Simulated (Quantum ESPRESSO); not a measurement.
# KTaO3 (Pm-3m) in Quantum ESPRESSO: notebook, part 2 of 4

Quantum ESPRESSO 7.5. The steps go on from the part before.

## (3) Phonons, PBE

Input file pw.in:

```
&CONTROL
  calculation = 'scf'
  prefix = 'pwscf'
  outdir = './tmp'
  pseudo_dir = './pseudo'
  tprnfor = .true.
  tstress = .true.
  disk_io = 'low'
/
&SYSTEM
  ibrav = 0
  A = 3.9883
  nat = 5
  ntyp = 3
  ecutwfc = 84
  nbnd = 28
  occupations = 'smearing'
  smearing = 'fd'
  degauss = 0.00367493
/
&ELECTRONS
  conv_thr = 1d-09
  electron_maxstep = 120
  mixing_beta = 0.5
/
ATOMIC_SPECIES
Ta   180.9479 Ta.upf
K     39.0983 K.upf
O     15.9990 O.upf
CELL_PARAMETERS alat
   1.0000000000    0.0000000000    0.0000000000
   0.0000000000    1.0000000000    0.0000000000
   0.0000000000    0.0000000000    1.0000000000
ATOMIC_POSITIONS alat
Ta     0.0000000000    0.0000000000    0.0000000000
K      0.5000000000    0.5000000000    0.5000000000
O      0.0000000000    0.0000000000    0.5000000000
O      0.0000000000    0.5000000000    0.0000000000
O      0.5000000000    0.0000000000    0.0000000000
K_POINTS automatic
4 4 4 1 1 1
```

Input file scf2.in:

```
&CONTROL
  calculation = 'scf'
  prefix = 'pwscf'
  outdir = './tmp'
  pseudo_dir = './pseudo'
  tprnfor = .true.
  tstress = .true.
  disk_io = 'low'
/
&SYSTEM
  ibrav = 0
  A = 3.9883
  nat = 5
  ntyp = 3
  ecutwfc = 84
  nbnd = 28
  occupations = 'fixed'
/
&ELECTRONS
  conv_thr = 1d-13
  electron_maxstep = 120
  mixing_beta = 0.5
  startingpot = 'file'
  startingwfc = 'file'
/
ATOMIC_SPECIES
Ta   180.9479 Ta.upf
K     39.0983 K.upf
O     15.9990 O.upf
CELL_PARAMETERS alat
   1.0000000000    0.0000000000    0.0000000000
   0.0000000000    1.0000000000    0.0000000000
   0.0000000000    0.0000000000    1.0000000000
ATOMIC_POSITIONS alat
Ta     0.0000000000    0.0000000000    0.0000000000
K      0.5000000000    0.5000000000    0.5000000000
O      0.0000000000    0.0000000000    0.5000000000
O      0.0000000000    0.5000000000    0.0000000000
O      0.5000000000    0.0000000000    0.0000000000
K_POINTS automatic
4 4 4 1 1 1
```

Input file ph.in:

```
phonons of KTaO3
&INPUTPH
  prefix = 'pwscf'
  outdir = './tmp'
  tr2_ph = 1d-18
  fildyn = 'dyn'
  niter_ph = 90
  alpha_mix(1) = 0.7
  epsil = .true.
/
0.0000000000 0.0000000000 0.0000000000
```

Input file dynmat.in:

```
&INPUT
  fildyn = 'dyn'
  asr = 'crystal'
  lperm = .true.
  filout = 'dynmat.disp'
  fileig = 'dynmat.eig'
/
```

Input file dynmat_lo.in:

```
&INPUT
  fildyn = 'dyn'
  asr = 'crystal'
  filout = 'dynmat_lo.disp'
  fileig = 'dynmat_lo.eig'
  q(1) = 0
  q(2) = 0
  q(3) = 1
/
```

Potentials or basis: PseudoDojo 0.4.1 SR PBE standard.

Command:

```
$ OMP_NUM_THREADS=1 mpirun -n 4 pw.x -nk 2 -in pw.in > pw.out
$ OMP_NUM_THREADS=1 mpirun -n 4 pw.x -nk 2 -in scf2.in > scf2.out
$ OMP_NUM_THREADS=1 mpirun -n 4 ph.x -nk 2 -in ph.in > ph.out
$ OMP_NUM_THREADS=1 mpirun -n 1 dynmat.x -in dynmat.in > dynmat.out
$ OMP_NUM_THREADS=1 mpirun -n 1 dynmat.x -in dynmat_lo.in > dynmat_lo.out
```

pw.out:

```text
This program is part of the open-source Quantum ESPRESSO suite
     for quantum simulation of materials; please cite
[... 6 lines left out ...]
     using ibrav=0 with symmetry is DISCOURAGED, use correct ibrav instead

     K-points division:     npool     =       2
     Subspace diagonalization in iterative solution of the eigenvalue problem:
     a serial algorithm will be used

     --------------------
     sticks:   dense  smooth     PW     G-vecs:    dense   smooth      PW
     Min         756     756    210                22196    22196    3308
     Max         757     757    211                22199    22199    3311
     Sum        1513    1513    421                44395    44395    6619

     Using Slab Decomposition

     bravais-lattice index     =            0
     lattice parameter (alat)  =       7.5368  a.u.
     unit-cell volume          =     428.1146 (a.u.)^3
     number of atoms/cell      =            5
     number of atomic types    =            3
     number of electrons       =        40.00
     number of Kohn-Sham states=           28
     kinetic-energy cutoff     =      84.0000  Ry
     charge density cutoff     =     336.0000  Ry
     scf convergence threshold =      1.0E-09
     mixing beta               =       0.5000
     number of iterations used =            8  plain     mixing
     Exchange-correlation= PBE
                           (   1   4   3   4   0   0   0)

     celldm(1)=   7.536795  celldm(2)=   0.000000  celldm(3)=   0.000000
     celldm(4)=   0.000000  celldm(5)=   0.000000  celldm(6)=   0.000000

     crystal axes: (cart. coord. in units of alat)
               a(1) = (   1.000000   0.000000   0.000000 )
               a(2) = (   0.000000   1.000000   0.000000 )
               a(3) = (   0.000000   0.000000   1.000000 )

     reciprocal axes: (cart. coord. in units 2 pi/alat)
               b(1) = (  1.000000  0.000000  0.000000 )
               b(2) = (  0.000000  1.000000  0.000000 )
               b(3) = (  0.000000  0.000000  1.000000 )

     PseudoPot. # 1 for Ta read from file:
     Ta.upf
     Pseudo is Norm-conserving + core correction, Zval = 13.0
     Generated using ONCVPSP code by D. R. Hamann
     Using radial grid of 1450 points,  8 beta functions with:
                l(1) =   0
                l(2) =   0
                l(3) =   1
                l(4) =   1
                l(5) =   2
                l(6) =   2
                l(7) =   3
                l(8) =   3

     PseudoPot. # 2 for K  read from file:
     K.upf
     Pseudo is Norm-conserving + core correction, Zval =  9.0
     Generated using ONCVPSP code by D. R. Hamann
     Using radial grid of 2222 points,  6 beta functions with:
                l(1) =   0
                l(2) =   0
                l(3) =   1
                l(4) =   1
                l(5) =   2
                l(6) =   2

     PseudoPot. # 3 for O  read from file:
     O.upf
     Pseudo is Norm-conserving + core correction, Zval =  6.0
     Generated using ONCVPSP code by D. R. Hamann
     Using radial grid of  936 points,  5 beta functions with:
                l(1) =   0
                l(2) =   0
                l(3) =   1
                l(4) =   1
                l(5) =   2

     atomic species   valence    mass     pseudopotential
     Ta               13.00   180.94790     Ta( 1.00)
     K                 9.00    39.09830     K ( 1.00)
     O                 6.00    15.99900     O ( 1.00)

     48 Sym. Ops., with inversion, found

   Cartesian axes

     site n.     atom                  positions (alat units)
         1        Ta     tau(   1) = (   0.0000000   0.0000000   0.0000000  )
         2        K      tau(   2) = (   0.5000000   0.5000000   0.5000000  )
         3        O      tau(   3) = (   0.0000000   0.0000000   0.5000000  )
         4        O      tau(   4) = (   0.0000000   0.5000000   0.0000000  )
         5        O      tau(   5) = (   0.5000000   0.0000000   0.0000000  )

     number of k points=     4  Fermi-Dirac smearing, width (Ry)=  0.0037
                       cart. coord. in units 2pi/alat
        k(    1) = (   0.1250000   0.1250000   0.1250000), wk =   0.2500000
        k(    2) = (   0.1250000   0.1250000   0.3750000), wk =   0.7500000
        k(    3) = (   0.1250000   0.3750000   0.3750000), wk =   0.7500000
        k(    4) = (   0.3750000   0.3750000   0.3750000), wk =   0.2500000

     Dense  grid:    44395 G-vectors     FFT dimensions: (  45,  45,  45)

     Initial potential from superposition of free atoms

     starting charge      39.9798, renormalised to      40.0000
     Starting wfcs are   27 randomized atomic wfcs +    1 random wfcs

     Self-consistent Calculation

     iteration #  1     ecut=    84.00 Ry     beta= 0.50
     Davidson diagonalization with overlap
     ethr =  1.00E-02,  avg # of iterations =  6.2

     total energy              =    -289.43568898 Ry
     estimated scf accuracy    <       1.67068062 Ry
[... 64 lines left out ...]
     iteration # 11     ecut=    84.00 Ry     beta= 0.50
     Davidson diagonalization with overlap
     ethr =  7.50E-11,  avg # of iterations =  2.2

     End of self-consistent calculation

          k = 0.1250 0.1250 0.1250 (  5563 PWs)   bands (ev):

   -58.7687 -25.2748 -25.2742 -25.2742 -18.5183  -8.5311  -7.8864  -7.8864
    -2.0798  -2.0798  -1.9983   5.8177   6.0200   6.0200   6.9591   6.9591
     7.1885   7.8306   7.8306   7.8559  11.7878  11.9030  11.9030  16.2825
    16.5447  16.5447  17.4672  17.4672
[... 17 lines left out ...]
   -58.7675 -25.3323 -25.3319 -25.3319 -18.4792  -7.3949  -7.2303  -7.2303
    -2.2592  -2.2592  -2.1503   3.7890   3.8454   3.8454   4.8929   5.1034
     5.1034   8.4614   8.4614   8.5966  14.6110  14.7151  14.7151  18.2048
    18.3048  18.3048  20.3716  20.6478

     the Fermi energy is     9.8393 ev

!    total energy              =    -290.04701675 Ry
     estimated scf accuracy    <          1.1E-10 Ry
     smearing contrib. (-TS)   =      -0.00000000 Ry
     internal energy E=F+TS    =    -290.04701675 Ry

     The total energy is F=E-TS. E is the sum of the following terms:
     one-electron contribution =     -71.96235081 Ry
     hartree contribution      =      56.94942125 Ry
     xc contribution           =     -67.66961435 Ry
     ewald contribution        =    -207.36447283 Ry

     convergence has been achieved in  11 iterations

     Forces acting on atoms (cartesian axes, Ry/au):

     atom    1 type  1   force =     0.00000000    0.00000000    0.00000000
     atom    2 type  2   force =     0.00000000    0.00000000    0.00000000
     atom    3 type  3   force =     0.00000000    0.00000000    0.00000000
     atom    4 type  3   force =     0.00000000    0.00000000    0.00000000
     atom    5 type  3   force =     0.00000000    0.00000000    0.00000000

     Total force =     0.000000     Total SCF correction =     0.000000

     Computing stress (Cartesian axis) and pressure

          total   stress  (Ry/bohr**3)                   (kbar)     P=       43.04
   0.00029259   0.00000000   0.00000000           43.04        0.00        0.00
   0.00000000   0.00029259   0.00000000            0.00       43.04        0.00
   0.00000000   0.00000000   0.00029259            0.00        0.00       43.04

=------------------------------------------------------------------------------=
   JOB DONE.
=------------------------------------------------------------------------------=
```

scf2.out:

```text
This program is part of the open-source Quantum ESPRESSO suite
     for quantum simulation of materials; please cite
[... 6 lines left out ...]
     using ibrav=0 with symmetry is DISCOURAGED, use correct ibrav instead

     K-points division:     npool     =       2
[... 208 lines left out ...]
   0.00029259   0.00000000   0.00000000           43.04        0.00        0.00
   0.00000000   0.00029259   0.00000000            0.00       43.04        0.00
   0.00000000   0.00000000   0.00029259            0.00        0.00       43.04

=------------------------------------------------------------------------------=
   JOB DONE.
=------------------------------------------------------------------------------=
```

Wall time 7.4 min (4 MPI ranks of Intel Xeon at 2.50GHz (Skylake/Cascade Lake), shared host); peak memory 0.36 GiB.

Results:

```
Free energy                                             : -3946.2907 eV
Pressure after relaxing                                 : 4.3 GPa
Electronic dielectric tensor (diagonal)                 : 5.09
Born charges (mean of the diagonal)                     : Ta +8.45; K +1.15; O -3.12 e
Highest phonon frequency at Γ, LO-TO splitting left out : 531 cm⁻¹
Static dielectric tensor (diagonal)                     : 112.06
```

Phonon frequencies in cm⁻¹ (negative: imaginary):
```
              q point                                               frequencies
(0.000, 0.000, 0.000)  10 10 10 122 122 122 191 191 191 281 281 281 531 531 531
```

Electronic dielectric tensor:
```
5.09 0.00 0.00
0.00 5.09 0.00
0.00 0.00 5.09
```

Born effective charge tensors (e):
atom 1, Ta
```
8.45 0.00 0.00
0.00 8.45 0.00
0.00 0.00 8.45
```
atom 2, K
```
1.15 0.00 0.00
0.00 1.15 0.00
0.00 0.00 1.15
```
atom 3, O
```
-1.61  0.00  0.00
 0.00 -1.61  0.00
 0.00  0.00 -6.15
```
atom 4, O
```
-1.61  0.00  0.00
 0.00 -6.15  0.00
 0.00  0.00 -1.61
```
atom 5, O
```
-6.15  0.00  0.00
 0.00 -1.61  0.00
 0.00  0.00 -1.61
```

Optical modes at Γ, degenerate ones joined, polar ones without the macroscopic field:
```tsv
cm⁻¹	components	symmetry	active in	IR intensity, summed ((D/Å)²/amu)
121	3	T1u	IR	122.89
191	3	T1u	IR	34.68
281	3	T2u	silent	0.00
531	3	T1u	IR	61.50
```

Zone-centre frequencies without and with the macroscopic field along z (cm⁻¹):
|  | optical modes in rising order |
| --- | --- |
| without | 121 121 121 191 191 191 281 281 281 531 531 531 |
| with the field | 121 121 177 191 191 281 281 281 417 531 531 781 |

Static dielectric tensor, electrons and zone-centre modes:
```
112.06   0.00   0.00
  0.00 112.06   0.00
  0.00   0.00 112.06
```

Caveat: the mesh is thin for the dielectric tensor, Born charges and intensities, which usually come out too large; the cell is more than 3 GPa from zero pressure, which shifts response properties; the Born charges break their sum rule by 0.24 e, a sign of too thin a mesh. Spin-orbit coupling is left out, which matters for the levels of Ta.

(Continued in part 3 of 4.)
